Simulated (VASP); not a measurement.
# NaCl (Fm-3m) in VASP: settings compared, part 2 of 3

VASP 6.6.1.

### 4 Relaxation of cell and atoms, PBEsol

INCAR reads:

```
SYSTEM = NaCl
PREC = Accurate ; ENCUT = 580
EDIFF = 1E-7 ; ISMEAR = 0
SIGMA = 0.02 ; LREAL = .FALSE.
LASPH = .TRUE. ; NELM = 60
ALGO = Normal ; ISIF = 3
LWAVE = .FALSE. ; LCHARG = .FALSE.
GGA = PS ; IBRION = 2
NSW = 90 ; EDIFFG = -0.005
```

KPOINTS reads:

```
Automatic mesh
0
G
  8 8 8
  0 0 0
```

POSCAR reads:

```
NaCl
1.0
    0.0000000000      2.8434500000      2.8434500000
    2.8434500000      0.0000000000      2.8434500000
    2.8434500000      2.8434500000      0.0000000000
Na Cl
1 1
Direct
    0.0000000000      0.0000000000      0.0000000000
    0.5000000000      0.5000000000      0.5000000000
```

Potentials or basis: VASP PAW PBE potentials, release 64 (Na, Cl).

Run with:

```bash
$ cat potpaw_PBE.64/Na/POTCAR potpaw_PBE.64/Cl/POTCAR > POTCAR
$ mpirun -np 1 vasp_std > vasp.out
```

OUTCAR:

```text
SYSTEM = NaCl
   PREC = Accurate
   ENCUT = 580
   EDIFF = 1E-7
   ISMEAR = 0
   LREAL = .FALSE.
   LASPH = .TRUE.
   NELM = 60
   ISIF = 3
   GGA = PS
   IBRION = 2
   NSW = 90
   EDIFFG = -0.005

 ion  position               nearest neighbor table
   1  0.000  0.000  0.000-   2 2.84   2 2.84   2 2.84   2 2.84   2 2.84   2 2.84
   2  0.500  0.500  0.500-   1 2.84   1 2.84   1 2.84   1 2.84   1 2.84   1 2.84

  LATTYP: Found a face centered cubic cell.
 ALAT       =     5.6869000000

  Lattice vectors:

 A1 = (   0.0000000000,   2.8434500000,   2.8434500000)
 A2 = (   2.8434500000,   0.0000000000,   2.8434500000)
 A3 = (   2.8434500000,   2.8434500000,   0.0000000000)

Analysis of symmetry for initial positions (statically):
=====================================================================
 Subroutine PRICEL returns:
 Original cell was already a primitive cell.

 Routine SETGRP: Setting up the symmetry group for a
 face centered cubic supercell.

 Subroutine GETGRP returns: Found 48 space group operations
 (whereof 48 operations were pure point group operations)
 out of a pool of 48 trial point group operations.

The static configuration has the point symmetry O_h .

Analysis of symmetry for dynamics (positions and initial velocities):
=====================================================================
 Subroutine PRICEL returns:
 Original cell was already a primitive cell.

 Routine SETGRP: Setting up the symmetry group for a
 face centered cubic supercell.

 Subroutine GETGRP returns: Found 48 space group operations
 (whereof 48 operations were pure point group operations)
 out of a pool of 48 trial point group operations.

The dynamic configuration has the point symmetry O_h .

 Subroutine INISYM returns: Found 48 space group operations
 (whereof 48 operations are pure point group operations),
 and found     1 'primitive' translations

----------------------------------------------------------------------------------------

                                     Primitive cell

  volume of cell :      45.9798

  direct lattice vectors                    reciprocal lattice vectors
     0.000000000  2.843450000  2.843450000    -0.175842726  0.175842726  0.175842726
     2.843450000  0.000000000  2.843450000     0.175842726 -0.175842726  0.175842726
     2.843450000  2.843450000  0.000000000     0.175842726  0.175842726 -0.175842726

  length of vectors
     4.021245554  4.021245554  4.021245554     0.304568536  0.304568536  0.304568536

  position of ions in fractional coordinates (direct lattice)
     0.000000000  0.000000000  0.000000000
     0.500000000  0.500000000  0.500000000

  ion indices of the primitive-cell ions
   primitive index   ion index
                 1           1
                 2           2

----------------------------------------------------------------------------------------

 KPOINTS: Automatic mesh

Automatic generation of k-mesh.
 Grid dimensions read from file:
 generate k-points for:    8    8    8

 Generating k-lattice:

  Cartesian coordinates                     Fractional coordinates (reciprocal lattice)
    -0.021980341  0.021980341  0.021980341     0.125000000  0.000000000  0.000000000
[... 49 lines left out ...]
 SYSTEM =  NaCl
   PREC   = accura    normal or accurate (medium, high low for compatibility)
   ISTART =      0    job   : 0-new  1-cont  2-samecut
   ICHARG =      2    charge: 1-file 2-atom 10-const
   ISPIN  =      1    spin polarized calculation?
   LNONCOLLINEAR =      F non collinear calculations
   LSORBIT =      F    spin-orbit coupling
   LASPH  =      T    aspherical Exc in radial PAW
   ENCUT  =  580.0 eV  42.63 Ry    6.53 a.u.   7.90  7.90  7.90*2*pi/ulx,y,z
   NELM   =     60;   NELMIN=  2; NELMDL= -5     # of ELM steps
   EDIFF  = 0.1E-06   stopping-criterion for ELM
   LREAL  =      F    real-space projection
   EDIFFG = -.5E-02   stopping-criterion for IOM
   NSW    =     90    number of steps for IOM
   IBRION =      2    ionic relax: 0-MD 1-quasi-New 2-CG
   NFREE  =      1    steps in history (QN), initial steepest desc. (CG)
   ISIF   =      3    stress and relaxation
   ISYM   =      2    0-nonsym 1-usesym 2-fastsym
   POTIM  = 0.5000    time-step for ionic-motion
   TEBEG  =    0.0;   TEEND  =   0.0 temperature during run
   PSTRESS=    0.0 pullay stress
   NELECT =       8.0000    total number of electrons
   NUPDOWN=      -1.0000    fix difference up-down
   EMIN   =  10.00;   EMAX   =-10.00  energy-range for DOS
   EFERMI =   0.00;   METHOD = LEGACY
   ISMEAR =     0;   SIGMA  =   0.02  broadening in eV -4-tet -1-fermi 0-gaus
   EFERMI_NEDOS =   21; number of points for ismear=-14 and -15
   IALGO  =     38    algorithm
   IMIX   =      4    mixing-type and parameters
     AMIX     =   0.40;   BMIX     =  1.00
     AMIX_MAG =   1.60;   BMIX_MAG =  1.00
  volume/ion in A,a.u.               =      22.99       155.14
  Fermi-wavevector in a.u.,A,eV,Ry     =   0.913936  1.727089 11.364667  0.835279
  Thomas-Fermi vector in A             =   2.038505
   LORBIT       =      0    0 simple, 1 ext, 2 COOP (PROOUT), +10 PAW based schemes
   GGA     = PS    functional components
   LHFCALC =     F    Hartree Fock is set to
   AEXX    =    0.0000 exact exchange contribution
   IVDW    =     0    specifies the selected vdW correction
   LEPSILON=     F    determine dielectric tensor
   LRPA    =     F    only Hartree local field effects (RPA)
 conjugate gradient relaxation of ions
 non-spin polarized calculation
 Gauss-broadening in eV      SIGMA  =   0.02
  energy-cutoff  :      580.00
  volume of cell :       45.98
 maximum number of plane-waves:      1475
   NGX = 15   NGY = 15   NGZ = 15

--------------------------------------- Ionic step        1  -------------------------------------------

 number of electron       7.9999998 magnetization

 Free energy of the ion-electron system (eV)
  ---------------------------------------------------
  ext. energy  EPLUGINS =         0.00000000
  ---------------------------------------------------
  free energy    TOTEN  =        -7.03482927 eV

  energy without entropy =       -7.03482927  energy(sigma->0) =       -7.03482927

------------------------ aborting loop because EDIFF is reached ----------------------------------------

  FORCE on cell =-STRESS in cart. coord.  units (eV):
  Direction    XX          YY          ZZ          XY          YZ          ZX
  --------------------------------------------------------------------------------------
  -------------------------------------------------------------------------------------
  Total       -0.4474228     -0.4474228     -0.4474228      0.0000000      0.0000000      0.0000000
  in kB      -15.5905670    -15.5905670    -15.5905670      0.0000000      0.0000000      0.0000000
  external PRESSURE =     -15.5905670 kB  Pullay stress =       0.0000000 kB
[... 95 lines left out ...]
--------------------------------------- Ionic step        4  -------------------------------------------

 number of electron       8.0000002 magnetization

 Free energy of the ion-electron system (eV)
  ---------------------------------------------------
  ext. energy  EPLUGINS =         0.00000000
  ---------------------------------------------------
  free energy    TOTEN  =        -7.05054599 eV

  energy without entropy =       -7.05054599  energy(sigma->0) =       -7.05054599

 E-fermi :  -0.1909     XC(G=0):  -8.3358

 val. band max:       -0.3156235372   @ k =   0.0000   0.0000   0.0000
 cond. band min:       4.7763694619   @ k =   0.0000   0.0000   0.0000
 fundamental gap:      5.0919929991
 Fermi energy:        -0.1909056343

 k-point     1 :       0.0000    0.0000    0.0000
  band No.  band energies     occupation
      1     -13.0579      2.00000
      2      -0.3156      2.00000
      3      -0.3156      2.00000
      4      -0.3156      2.00000
      5       4.7764      0.00000
      6      10.7144      0.00000
      7      10.7144      0.00000
      8      10.7144      0.00000
[... 243 lines left out ...]
 k-point    24 :      -0.3750    0.2500    0.1250
  band No.  band energies     occupation
      1     -12.6528      2.00000
      2      -2.1330      2.00000
      3      -1.1693      2.00000
      4      -0.7711      2.00000
      5       7.9333      0.00000
      6       9.3036      0.00000
      7       9.9572      0.00000
      8      11.4041      0.00000

 [... further k-points ...]

------------------------ aborting loop because EDIFF is reached ----------------------------------------

  FORCE on cell =-STRESS in cart. coord.  units (eV):
  Direction    XX          YY          ZZ          XY          YZ          ZX
  --------------------------------------------------------------------------------------
  -------------------------------------------------------------------------------------
  Total        0.0011179      0.0011179      0.0011179      0.0000000     -0.0000000      0.0000000
  in kB        0.0417031      0.0417031      0.0417031      0.0000000     -0.0000000      0.0000000
  external PRESSURE =       0.0417031 kB  Pullay stress =       0.0000000 kB
[... 17 lines left out ...]
  FREE ENERGIE OF THE ION-ELECTRON SYSTEM (eV)
  ---------------------------------------------------
  free  energy   TOTEN  =        -7.0505459942 eV

  energy  without entropy=       -7.0505459942  energy(sigma->0) =       -7.05054599

 reached required accuracy - stopping structural energy minimisation
```

OSZICAR:

```text
N       E                     dE             d eps       ncg     rms          rms(c)
DAV:   1     0.436428736962E+02    0.43643E+02   -0.34015E+03   464   0.836E+02
DAV:   2    -0.466935079175E+01   -0.48312E+02   -0.45762E+02   688   0.130E+02
DAV:   3    -0.717863414723E+01   -0.25093E+01   -0.25093E+01   512   0.415E+01
[... 34 lines left out ...]
DAV:   3    -0.705054401778E+01    0.39352E-04   -0.21910E-04   496   0.885E-02    0.252E-02
DAV:   4    -0.705054554306E+01   -0.15253E-05   -0.20640E-06   544   0.133E-02    0.525E-03
DAV:   5    -0.705054606141E+01   -0.51835E-06   -0.45477E-07   480   0.428E-03    0.124E-03
DAV:   6    -0.705054595547E+01    0.10595E-06   -0.75416E-09   232   0.836E-04    0.621E-04
DAV:   7    -0.705054599421E+01   -0.38741E-07   -0.33759E-09   232   0.511E-04
   4 F= -.70505460E+01 E0= -.70505460E+01  d E =-.157167E-01
```

CONTCAR:

```text
NaCl
   1.00000000000000
     0.0000000000000000    2.7795518201489338    2.7795518201489333
     2.7795518201489333    0.0000000000000000    2.7795518201489333
     2.7795518201489333    2.7795518201489338    0.0000000000000000
  Na              Cl
     1     1
Direct
     0.0000000000000000    0.0000000000000000    0.0000000000000000
     0.5000000000000000    0.5000000000000000    0.5000000000000000

  0.00000000E+00  0.00000000E+00  0.00000000E+00
  0.00000000E+00  0.00000000E+00  0.00000000E+00
```

It took 17 s on 1 thread of Intel Xeon Platinum 8559C (Emerald Rapids), shared host; peak memory 0.18 GiB.

What came out:

```
Free energy                            : -7.0505 eV
Relaxed volume                         : 21.47 Å³/atom
Relaxed cell                           : a = 3.931 Å, b = 3.931 Å, c = 3.931 Å, α = 60.00°, β = 60.00°, γ = 60.00°
Space group after relaxing (to 0.05 Å) : Fm-3m (No. 225)
Energy gained by relaxing              : 7.9 meV/atom
Ionic steps                            : 4
Pressure after relaxing                : 0.0 GPa
Band gap on the k mesh                 : 5.09 eV, direct
```

Step by step:
```csv
step,energy change (eV),largest force (eV/Å),pressure (GPa),volume (Å³)
1,0.0000,0.0000,-1.56,45.98
2,-0.0113,0.0000,-0.88,44.51
3,-0.0157,0.0000,-0.08,43.08
4,-0.0157,0.0000,0.00,42.95
```

Final structure:
```cif
data_structure
_symmetry_space_group_name_H-M 'P 1'
_symmetry_Int_Tables_number 1
_cell_length_a 3.9309
_cell_length_b 3.9309
_cell_length_c 3.9309
_cell_angle_alpha 60.000
_cell_angle_beta 60.000
_cell_angle_gamma 60.000
_cell_volume 42.95
loop_
_atom_site_label
_atom_site_type_symbol
_atom_site_fract_x
_atom_site_fract_y
_atom_site_fract_z
_atom_site_occupancy
Na1 Na 0.00000 0.00000 0.00000 1
Cl1 Cl 0.50000 0.50000 0.50000 1
```

Levels at points of the mesh, in eV from the valence-band top:
```tsv
k point	band 1	band 2	band 3	band 4	band 5	band 6	band 7	band 8
(0.00, 0.00, 0.00)	-12.74	0.00	0.00	0.00	5.09	11.03	11.03	11.03
(0.50, 0.00, 0.00)	-12.38	-2.11	-0.29	-0.29	7.14	10.84	10.92	10.92
(0.50, 0.50, 0.00)	-12.30	-1.85	-0.66	-0.66	7.55	7.84	11.41	14.78
```

Caveat: the PAW data sets were made with another functional, which shifts forces and pressure a little.

(Part 2 of 3 ends here.)
